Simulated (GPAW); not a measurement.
# MoP (P-6m2) in GPAW: a series of runs

Runs on MoP. Level: PBEsol. Tasks: band structure.

All numbers are computed with GPAW 26.7.0; they aren't measurements. Logs are shortened: lines on timing, memory, paths and dates and some standing lists are left out, and cuts for length are marked. The log counts tension as positive stress, the text compression.

## 1. Starting point

The structure is hexagonal, space group P-6m2 (No. 187). Conventional cell: a = 3.223 Å, b = 3.223 Å, c = 3.191 Å, α = 90.00°, β = 90.00°, γ = 120.00°. Mo (site symmetry -6m2) is surrounded by 6 P at 2.45 Å. P (site symmetry -6m2) is surrounded by 6 Mo at 2.45 Å.

## 2. Band structure, PBEsol

run.py

```python
from ase import Atoms
from ase.dft.bandgap import bandgap
from ase.io import write
from ase.units import GPa
from gpaw import GPAW, PW, setup_paths

setup_paths.insert(0, '.')

atoms = Atoms(['Mo', 'P'],
              cell=[[3.223, 0.0, 0.0],
                    [-1.6115, 2.7911998764, 0.0],
                    [0.0, 0.0, 3.191]],
              scaled_positions=[[0.0, 0.0, 0.0],
                                [0.3333333333, 0.6666666667, 0.5]],
              pbc=True)

calc = GPAW(mode=PW(600),
            xc='PBEsol',
            kpts={'size': (10, 10, 8), 'gamma': True},
            occupations={'name': 'fermi-dirac', 'width': 0.05},
            nbands=20,
            convergence={'density': 1e-05, 'energy': 1e-05},
            maxiter=150,
            txt='gpaw.txt')
atoms.calc = calc
energy = atoms.get_potential_energy()
forces = atoms.get_forces()
stress = atoms.get_stress()
calc.write('gs.gpw')
write('result.traj', atoms)
print(f'Energy: {energy:.6f} eV')
print('Forces (eV/A):')
print(forces.round(4))
print('Stress (GPa):', (stress / GPa).round(3))
print('Fermi level:', round(calc.get_fermi_level(), 4), 'eV')
print(f'Gap: {bandgap(calc)[0]:.4f} eV, direct: {bandgap(calc, direct=True)[0]:.4f} eV')

path = atoms.cell.bandpath('GMKGALHA,LM,KH', npoints=100, eps=1e-4)
bs_calc = calc.fixed_density(kpts=path, symmetry='off', nbands=30,
                             convergence={'bands': 'CBM+6.0', 'eigenstates': 1e-6}, txt='bands.txt')
bs = bs_calc.band_structure()
bs.write('bs.json')
print(f'Gap on the path: {bandgap(bs_calc)[0]:.4f} eV')
```

Potentials or basis: PAW data sets generated in the run's folder for this functional, pw.

On the command line:

```bash
> gpaw-setup -f PBEsol Mo P
> OMP_NUM_THREADS=1 python run.py
```

gpaw.txt:

```text
__  _  _
 | _ |_)|_||  |
 |__||  | ||/\| - 26.7.0

Input parameters:
  mode=PW(ecut=600.0),
  convergence={'density': 1e-05, 'energy': 1e-05},
  kpts=MonkhorstPack(size=(10, 10, 8), gamma=True),
  maxiter=150,
  nbands=20,
  occupations=Occupations(name='fermi-dirac', width=0.05),
  xc=XC(name='PBEsol')

Diagonalizing LCAO Hamiltonian
Converting LCAO to pw mode

         P

       Mo

Atoms  # Å, Bohr magnetons
|   | symbol |         x |        y |        z |    initial magnetic moments |
|---|--------|-----------|----------|----------|-----------------------------|
| 0 |     Mo |  0.000000 | 0.000000 | 0.000000 | ( 0.0000,  0.0000,  0.0000) |
| 1 |      P | -0.000000 | 1.860800 | 1.595500 | ( 0.0000,  0.0000,  0.0000) |

Unit cell  # Å
| periodic |         x |        y |        z |  lengths |     angles |
|----------|-----------|----------|----------|----------|------------|
|      yes |  3.223000 | 0.000000 | 0.000000 | 3.223000 |  90.000000 |
|      yes | -1.611500 | 2.791200 | 0.000000 | 3.223000 |  90.000000 |
|      yes |  0.000000 | 0.000000 | 3.191000 | 3.191000 | 120.000000 |

Number of symmetries: 12
Symmetry operations  # r_c * U_cc + t_c -> r_c
|    | kind |            matrix            |
|----|------|------------------------------|
|  0 |  σ   |  1, 1, 0,  0,-1, 0,  0, 0, 1 |
|  1 |  C2  |  1, 1, 0,  0,-1, 0,  0, 0,-1 |
|  2 |  E   |  1, 0, 0,  0, 1, 0,  0, 0, 1 |
|  3 |  σ   |  1, 0, 0,  0, 1, 0,  0, 0,-1 |
|  4 |  C3  |  0, 1, 0, -1,-1, 0,  0, 0, 1 |
|  5 |  S3  |  0, 1, 0, -1,-1, 0,  0, 0,-1 |
|  6 |  σ   |  0,-1, 0, -1, 0, 0,  0, 0, 1 |
|  7 |  C2  |  0,-1, 0, -1, 0, 0,  0, 0,-1 |
|  8 |  σ   | -1, 0, 0,  1, 1, 0,  0, 0, 1 |
|  9 |  C2  | -1, 0, 0,  1, 1, 0,  0, 0,-1 |
| 10 |  C3  | -1,-1, 0,  1, 0, 0,  0, 0, 1 |
| 11 |  S3  | -1,-1, 0,  1, 0, 0,  0, 0,-1 |

BZ-sampling:
  Number of BZ points: 800
  Number of IBZ points: 70

  Monkhorst-Pack size: [10, 10, 8]
  Monkhorst-Pack shift: [0.05, 0.05, 0.0625]

K-points  # in reciprocal-cell coordinates
|     |                                coordinates |     weight |
|-----|--------------------------------------------|------------|
|   0 | (  0.00000000,   0.00000000,   0.00000000) | 0.00125000 |
|   1 | (  0.00000000,   0.00000000,   0.12500000) | 0.00250000 |
|   2 | (  0.00000000,   0.00000000,   0.25000000) | 0.00250000 |
|   3 | (  0.00000000,   0.00000000,   0.37500000) | 0.00250000 |
|   4 | (  0.00000000,   0.00000000,   0.50000000) | 0.00125000 |
|   5 | (  0.10000000,   0.00000000,   0.00000000) | 0.00750000 |
|   6 | (  0.10000000,   0.00000000,   0.12500000) | 0.01500000 |
|   7 | (  0.10000000,   0.00000000,   0.25000000) | 0.01500000 |
|   8 | (  0.10000000,   0.00000000,   0.37500000) | 0.01500000 |
|   9 | (  0.10000000,   0.00000000,   0.50000000) | 0.00750000 |
| ... |                                            |            |
|  69 | (  0.50000000,   0.50000000,   0.50000000) | 0.00375000 |

Plane wave coefficients: 974
Cutoff: 600.0 eV

Spin-components: 1 (collinear spins)
Bands:           20
Projectors:      11
Spin-degeneracy: 2
Datatype:        complex128

Parallelization:
  kpt:    1
  domain: 1
  band:   1

Density:
  Valence electrons: 19.0
  Components: 1
  Grid points: [20 20 20]
  Charge: 0.0  # |e|

Potential:
  Grid points: [20 20 20]

species:
  Mo:
    name:    Molybdenum
    Z:       42.0
    valence: 14
    core:    28
    charge:  0.0  # [|e|]
    compensation charges:
      type: gauss
      rc: 0.38  # [Å]
      lmax: 2
    cutoffs:
      filter: 2.16  # [Å]
      core: 1.42  # [Å]
    projectors
    | kind |    occ | energy [eV] | rcut [Å] |
    |------|--------|-------------|----------|
    |   4s |  2.000 |     -64.262 |    1.238 |
    |   5s |  1.000 |      -4.116 |    1.238 |
    |   4p |  6.000 |     -38.461 |    1.296 |
    |   5p |  0.000 |      -1.012 |    1.296 |
    |   4d |  5.000 |      -3.770 |    1.296 |
    |    d |        |      23.442 |    1.296 |

    Using partial waves for Mo as LCAO basis

  P:
    name:    Phosphorus
    Z:       15.0
    valence: 5
    core:    10
    charge:  0.0  # [|e|]
    compensation charges:
      type: gauss
      rc: 0.30  # [Å]
      lmax: 2
    cutoffs:
      filter: 1.69  # [Å]
      core: 1.81  # [Å]
    projectors
    | kind |    occ | energy [eV] | rcut [Å] |
    |------|--------|-------------|----------|
    |   3s |  2.000 |     -13.916 |    0.953 |
    |   3p |  3.000 |      -5.479 |    0.953 |
    |    s |        |      13.296 |    0.953 |
    |    p |        |      21.732 |    0.953 |
    |    d |        |       0.000 |    0.953 |

    Using partial waves for P as LCAO basis

Reference energy: -119361.602977  # eV

eigensolver:
[... 26 lines left out ...]
convergence criteria:
- Maximum integral of absolute [dens]ity change: 1e-05 electrons / valence electron
- Maximum [total energy] change in last 3 cyles: 1e-05 eV / valence electron
- Maximum integral of absolute [eigenst]ate change: 4e-08 eV^2 / valence electron
maximum number of iterations: 150

SCF iterations
|iter     | |      energy | eigst |  dens |
|---------|-|-------------|-------|-------|
|iter:   1| |  -20.519362 | +0.54 |       |
|iter:   2| |  -20.183661 | -1.90 | -0.99 |
|iter:   3| |  -19.362626 | -1.28 | -1.05 |
|iter:   4| |  -19.351769 | -2.90 | -1.65 |
|iter:   5| |  -19.351141 | -3.33 | -1.92 |
|iter:   6| |  -19.351136 | -4.68 | -2.60 |
|iter:   7| |  -19.351127c| -5.93 | -3.40 |
|iter:   8| |  -19.351128c| -7.57c| -4.12 |
|iter:   9| |  -19.351127c| -7.64c| -4.89 |
|iter:  10| |  -19.351128c| -8.84c| -5.53c|

Converged in 10 steps
Energy contributions relative to reference atoms: (reference = -119361.602977)

Energy contributions:
  Kinetic:          -6.335639
  Coulomb:           2.688649
  Zero:             -0.326078
  External:          0.000000
  Xc:              -15.375966
  Entropy:          -0.004188
  Spinorbit:         0.000000
  ----------------------------
  Free energy:     -19.353222
  Extrapolated:    -19.351128

dipole moment: (-7.891046, -9.341732, -11.916202)  # |e|*Ang

Fermi level: 12.326
Eigenvalues  # (at kpt = [0.000, 0.000, 0.000])
| band index |      eig [eV] | occ [0-2] |
|------------|---------------|-----------|
|          0 |       -48.810 |     2.000 |
|          1 |       -23.031 |     2.000 |
|          2 |       -22.805 |     2.000 |
|          3 |       -22.805 |     2.000 |
|          4 |        -1.562 |     2.000 |
|          5 |         8.159 |     2.000 |
[... 9 lines left out ...]
|         15 |        21.267 |     0.000 |
|         16 |        21.288 |     0.000 |
|        ... |               |           |
|         19 |        30.595 |     0.000 |

No gap
No difference between direct/indirect transitions

Forces  # eV/Ang
|       x |       y |       z |
|---------|---------|---------|
| 0.00000 | 0.00000 | 0.00000 |  # Mo   0
| 0.00000 | 0.00000 | 0.00000 |  # P    1

Stress tensor  # eV/Ang^3
|        x |        y |        z |
|----------|----------|----------|
| 0.019155 | 0.000000 | 0.000000 |
| 0.000000 | 0.019155 | 0.000000 |
| 0.000000 | 0.000000 | 0.026509 |

# Writing to gs.gpw (mode='')
```

It took 46 s on 1 thread of Arm Neoverse V1, shared host; peak memory 0.25 GiB.

Results:

```
Free energy             : -19.3532 eV
Pressure                : -3.5 GPa
Band gap along the path : none (metal or under the smearing width)
```

Levels at the corners of the path, in eV from the Fermi level:
```tsv
point	band 5	band 6	band 7	band 8	band 9	band 10	band 11	band 12	band 13	band 14
Γ	-13.89	-4.17	-3.26	-3.26	-0.68	0.30	0.30	4.15	4.15	5.55
M	-11.24	-7.24	-3.88	-3.72	-1.24	-0.40	1.71	2.34	4.66	6.13
K	-10.81	-6.53	-5.26	-3.70	-1.49	-0.06	0.67	0.80	6.84	8.82
Γ	-13.89	-4.17	-3.26	-3.26	-0.68	0.30	0.30	4.15	4.15	5.55
A	-11.46	-7.81	-2.67	-2.67	-1.66	-1.66	1.30	2.97	2.97	7.89
L	-11.01	-6.10	-5.28	-4.37	-1.05	1.43	1.80	3.56	5.05	6.18
H	-10.74	-6.84	-5.67	-3.24	-1.30	1.51	3.31	4.21	4.27	4.95
A	-11.46	-7.81	-2.67	-2.67	-1.66	-1.66	1.30	2.97	2.97	7.89
L	-11.01	-6.10	-5.28	-4.37	-1.05	1.43	1.80	3.56	5.05	6.18
M	-11.24	-7.24	-3.88	-3.72	-1.24	-0.40	1.71	2.34	4.66	6.13
K	-10.81	-6.53	-5.26	-3.70	-1.49	-0.06	0.67	0.80	6.84	8.82
H	-10.74	-6.84	-5.67	-3.24	-1.30	1.51	3.31	4.21	4.27	4.95
```

## 3. Band structure, PBEsol, spin-orbit coupling, no magnetisation

Changes to run.py since step 2:

```diff
@@ -1 +1,2 @@
+import numpy as np
 from ase import Atoms
@@ -5,2 +6,3 @@
 from gpaw import GPAW, PW, setup_paths
+from gpaw.spinorbit import soc_eigenstates
 
@@ -43 +45,7 @@
 print(f'Gap on the path: {bandgap(bs_calc)[0]:.4f} eV')
+
+soc = soc_eigenstates(bs_calc, theta=0, phi=0)
+np.savetxt('soc_bands.dat', soc.eigenvalues(), fmt='%.4f')
+mesh = soc_eigenstates('gs.gpw', theta=0, phi=0)
+np.savetxt('soc_mesh.dat', mesh.eigenvalues(), fmt='%.4f')
+print('Fermi level with spin-orbit coupling:', round(mesh.fermi_level, 4), 'eV')
```

Potentials or basis: PAW data sets generated in the run's folder for this functional, pw.

On the command line:

```bash
> gpaw-setup -f PBEsol Mo P
> OMP_NUM_THREADS=1 python run.py
```

Run time: 48 s. Hardware: 1 thread of Arm Neoverse V1, shared host; peak memory 0.32 GiB.

It converged, with:

| Item | Value |
| --- | --- |
| Free energy | -19.3532 eV |
| Pressure | -3.5 GPa |
| Band gap along the path | none (metal or under the smearing width) |

Stress tensor (GPa, compression positive):
```
-3.07  0.00  0.00
 0.00 -3.07  0.00
 0.00  0.00 -4.25
```

Levels at the corners of the path, in eV from the Fermi level:
```
point  band 16  band 17  band 18  band 19  band 20  band 21
    Γ    -3.23    -0.68    -0.68     0.25     0.25     0.35
    M    -3.72    -1.24    -1.24    -0.40    -0.40     1.71
    K    -3.68    -1.53    -1.46    -0.14     0.02     0.66
    Γ    -3.23    -0.68    -0.68     0.25     0.25     0.35
    A    -2.64    -1.73    -1.73    -1.59    -1.59     1.30
    L    -4.38    -1.05    -1.05     1.43     1.43     1.80
    H    -3.23    -1.33    -1.28     1.49     1.50     3.26
    A    -2.64    -1.73    -1.73    -1.59    -1.59     1.30
    L    -4.38    -1.05    -1.05     1.43     1.43     1.80
    M    -3.72    -1.24    -1.24    -0.40    -0.40     1.71
    K    -3.68    -1.53    -1.46    -0.14     0.02     0.66
    H    -3.23    -1.33    -1.28     1.49     1.50     3.26
```

Caveat: spin-orbit coupling was added after a scalar SCF, so levels and gaps hold it while energy, forces, pressure and moments don't; this program's spin-orbit splittings come out too wide for heavy elements.
